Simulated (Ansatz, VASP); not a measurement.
# Cross-check of GaSb between VASP and Ansatz, part 2 of 2

Wanted: the spread between two codes on one cell, functional and k mesh. The structure shown is the end of the Ansatz relaxation below.

VASP 6.6.1 and Ansatz 0.2.0.

So far: Set-up; Ansatz: relaxation, PBEsol; VASP: single point, PBEsol, pair 1; Comparison.

## Step 6: VASP: single point, PBEsol, pair 2

Level of this step: PBEsol; plane waves and PAW (Ga_d, Sb) (VASP).

The same cell, functional, mesh and smearing now go to VASP, with its own data sets.

Contents of INCAR:

```
SYSTEM = GaSb
PREC = Accurate
ENCUT = 500
EDIFF = 1E-06
NELM = 120
ISMEAR = 1
SIGMA = 0.2
LREAL = .FALSE.
ALGO = Normal
GGA = PS
NBANDS = 15
LORBIT = 11
LWAVE = .FALSE.
LCHARG = .FALSE.
ISIF = 2
LASPH = .TRUE.
GGA_COMPAT = .FALSE.
KPAR = 2
```

Contents of POSCAR:

```
GaSb
1.0
    0.0000000000      3.0655582079      3.0252106427
    3.0655582079      0.0000000000      3.0252106427
    3.0655582079      3.0655582079      0.0000000000
Ga Sb
1 1
Direct
    0.0000000000      0.0000000000      0.0000000000
    0.7500000000      0.7500000000      0.7500000000
```

Contents of KPOINTS:

```
Automatic mesh
0
Gamma
12 12 12
0 0 0
```

The projector-augmented-wave data sets are Ga_d and Sb (PBE family, release 64).

On the command line:

```console
$ mpirun -np 2 vasp_std
```

Numbers of over 12 decimals in the logs are rounded to 6 here.

What it wrote:

```text
[banner, memory and clock lines left out]
running    2 mpi-ranks, on    1 nodes
[...]
[... a notice as in an earlier step ...]

 LDA part: xc-table for (Slater+PW92), standard interpolation
 POSCAR, INCAR and KPOINTS ok, starting setup
[...]
entering main loop
       N       E                     dE             d eps       ncg     rms          rms(c)
DAV:   1     0.787529434799E+02    0.78753E+02   -0.84975E+03  4978   0.144E+03
DAV:   2    -0.218158823644E+01   -0.80935E+02   -0.78098E+02  5513   0.295E+02
DAV:   3    -0.814818599436E+01   -0.59666E+01   -0.59422E+01  5884   0.667E+01
DAV:   4    -0.825197196727E+01   -0.10379E+00   -0.10376E+00  5976   0.988E+00
[...]
DAV:  10    -0.815363707575E+01    0.62974E-05   -0.19838E-05  6520   0.395E-02    0.103E-02
DAV:  11    -0.815364654629E+01   -0.94705E-05   -0.12269E-05  5597   0.251E-02    0.450E-03
DAV:  12    -0.815364665506E+01   -0.10877E-06   -0.43384E-07  5119   0.686E-03
   1 F= -.81536467E+01 E0= -.81537838E+01  d E =0.411562E-03
```

From OUTCAR (step 6):

```text
  Total        0.0281386      0.0281386      0.2282582      0.0000000      0.0000000      0.0000000
  in kB        0.7928809      0.7928809      6.4317941      0.0000000      0.0000000      0.0000000
  external PRESSURE =       2.6725186 kB  Pullay stress =       0.0000000 kB

 POSITION                                       TOTAL-FORCE (eV/Angst)
 -----------------------------------------------------------------------------------
      0.00000      0.00000      0.00000         0.000000      0.000000      0.000000
      4.59834      4.59834      4.53782         0.000000      0.000000     -0.000000
 -----------------------------------------------------------------------------------
    total drift:                               -0.000001     -0.000001      0.000000

  FREE ENERGIE OF THE ION-ELECTRON SYSTEM (eV)
  ---------------------------------------------------
  free  energy   TOTEN  =        -8.1536466551 eV

  energy  without entropy=       -8.1540582174  energy(sigma->0) =       -8.15378384

[... 1 part as in an earlier step ...]

[... 2 further parts left out ...]
[key lines of the parts left out:]
E-fermi :   4.8560
```

The run ends at a pressure of 0.27 GPa.

## Step 7: Differences

What differs besides the data sets and the points named for the pairs above, as far as they apply: the data sets hold 28 valence electrons in Ansatz (on its PAW soft_1 files) and 18 in VASP. Total energies have different zeros and are not compared.

Both answers:

```csv
quantity,Ansatz,VASP,difference
pressure (GPa),0.19,0.27,-0.08
```

## Step 8: Ansatz: relaxation, PBEsol

This run makes the geometry at which the two programs are then compared. The cell compared in this pair holds 56.66 Å³, against 56.86 Å³ for the pair before.

The structure compared here is the end of the Ansatz relaxation.

Contents of input.yaml:

```yaml
crystal:
  lattice:
    - [0.0, 3.0655582079, 2.9946529594]
    - [3.0655582079, 0.0, 2.9946529594]
    - [3.0655582079, 3.0655582079, 0.0]
  atoms:
    - { symbol: Ga, position: [0.0, 0.0, 0.0] }
    - { symbol: Sb, position: [0.75, 0.75, 0.75] }
  conventional_axes: [[-1, 1, 1], [1, -1, 1], [1, 1, -1]]
kpoints:
  mp_grid: { grid: [12, 12, 12] }
hamiltonian:
  xc: pbesol
  pseudopotentials: { kind: paw, azcp: { folder: soft_1 }, xc_functional: pbe }
scf:
  occupations: { method: methfessel_paxton, width: 0.2 }
output:
  forces: true
  stress: true
  eigenvalues: true
relax:
  adjacent_minimum: "off"
  f_tol: 0.001
  max_steps: 60
  cell: { stress_tol: 0.01, fix: [c, angles] }
```

On the command line:

```console
$ ansatz run input.yaml --threads 4 --pin off --max-ram 10240MiB --backend cpu --events-out ev --progress --plain --runs-dir out
```

What it wrote:

```text
[...]
Crystal: 2 atoms, lattice volume = 56.285 Å³
Basis set: ecut = 420 eV, 1099 PW (Γ), exchange–correlation on 60×60×60 points (8 copies of the dense FFT grid, shifted against one another)
Bands: 18, of which v1, the nominal top of the filled ones, is band 14 counted from 1 (13 counted from 0)
Symmetry: 8 space group operations
[...]
k-points: 163 of 1728 (time reversal used)
[...]
k-point 162: bands = [... 10 lower, -1.2083, 1.0406, 5.0920, 5.0920, 8.5207, 8.8562, 16.5906, 16.5906]
--- Relaxed structure (3 steps of the walk, 3 accepted, 1 SCFs on fresh bases) ---
[...]
cell:  # Å, volume = 56.6579 Å³
    - [0, 3.075686, 2.9946529594]
    - [3.075686, 0, 2.9946529594]
    - [3.075686, 3.075686, 0]
  atoms:
    - { symbol: Ga, position: [0, 0, 0] }
    - { symbol: Sb, position: [0.750000, 0.750000, 0.750000] }
[key lines of the parts left out:]
SCF converged after 9 iterations
Free energy (F): -10151.612521 eV
Fermi energy:    7.886233 eV
P = ⅓ Tr σ = 0.3696 GPa (3.696 kbar)
```

## Step 9: VASP: single point, PBEsol, pair 3

The same cell, functional, mesh and smearing now go to VASP, with its own data sets.

INCAR is that of step 6.

Contents of POSCAR:

```
GaSb
1.0
    0.0000000000      3.0756855185      2.9946529594
    3.0756855185      0.0000000000      2.9946529594
    3.0756855185      3.0756855185      0.0000000000
Ga Sb
1 1
Direct
    0.0000000000      0.0000000000      0.0000000000
    0.7500000000      0.7500000000      0.7500000000
```

KPOINTS is that of step 6.

On the command line:

```console
$ mpirun -np 2 vasp_std
```

What it wrote:

```text
[... set-up lines as in an earlier step ...]
 entering main loop
       N       E                     dE             d eps       ncg     rms          rms(c)
DAV:   1     0.777563510727E+02    0.77756E+02   -0.84985E+03  4970   0.145E+03
DAV:   2    -0.234935058672E+01   -0.80106E+02   -0.77185E+02  5667   0.295E+02
DAV:   3    -0.814937712024E+01   -0.58000E+01   -0.57856E+01  5926   0.659E+01
DAV:   4    -0.824972243395E+01   -0.10035E+00   -0.10033E+00  5908   0.974E+00
[...]
DAV:  10    -0.815051382729E+01    0.69368E-05   -0.19785E-05  6506   0.391E-02    0.106E-02
DAV:  11    -0.815052318731E+01   -0.93600E-05   -0.12261E-05  5625   0.251E-02    0.447E-03
DAV:  12    -0.815052328924E+01   -0.10193E-06   -0.42678E-07  5063   0.673E-03
   1 F= -.81505233E+01 E0= -.81506729E+01  d E =0.448800E-03
```

Parts of OUTCAR (step 9):

```text
  Total        0.0280822      0.0280822      0.4211413      0.0000000     -0.0000000      0.0000000
  in kB        0.7941118      0.7941118     11.9090746      0.0000000     -0.0000000      0.0000000
  external PRESSURE =       4.4990994 kB  Pullay stress =       0.0000000 kB

 POSITION                                       TOTAL-FORCE (eV/Angst)
 -----------------------------------------------------------------------------------
      0.00000      0.00000      0.00000        -0.000000     -0.000000     -0.000000
      4.61353      4.61353      4.49198         0.000000      0.000000      0.000000
 -----------------------------------------------------------------------------------
    total drift:                               -0.000001     -0.000001      0.000001

  FREE ENERGIE OF THE ION-ELECTRON SYSTEM (eV)
  ---------------------------------------------------
  free  energy   TOTEN  =        -8.1505232892 eV

  energy  without entropy=       -8.1509720889  energy(sigma->0) =       -8.15067289

[... 1 part as in an earlier step ...]

[... 2 further parts left out ...]
[key lines of the parts left out:]
E-fermi :   4.9112
```

The run ends at a pressure of 0.45 GPa.

## Step 10: Comparison

What differs besides the data sets and the points named for the pairs above, as far as they apply: the data sets hold 28 valence electrons in Ansatz (on its PAW soft_1 files) and 18 in VASP. Total energies have different zeros and are not compared.

The two programs side by side:

```csv
quantity,Ansatz,VASP,difference
pressure (GPa),0.37,0.45,-0.08
```

## Step 11: What came out

| Item | Value |
| --- | --- |
| difference in pressure (single point, PBEsol, pair 1) | -0.083 GPa |
| difference in pressure (single point, PBEsol, pair 2) | -0.080 GPa |
| difference in pressure (single point, PBEsol, pair 3) | -0.080 GPa |

What this shows: The difference in pressure is -0.083 GPa (single point, PBEsol, pair 1), within the 1 GPa picked in this series as the mark of a large difference. The data sets hold unlike numbers of valence electrons (28 in Ansatz and 18 in VASP), so part of the differences comes from the potentials. 5 further runs of this series are not shown here. How closely two codes agree says nothing of how well the functional describes the real material.

[Lines on the potential files, build, host, timing and source positions are cut from VASP's logs without a mark.]

[Logs are printed without paths, hosts, clocks, repeated set-up lines and the standing remarks that a program may print on its own settings, such as how far it seeks lower states.]

[Hosts, paths, dates, database ids (printed as entryN), source tags and the programs' standing remarks are cut or masked in the printed files.]
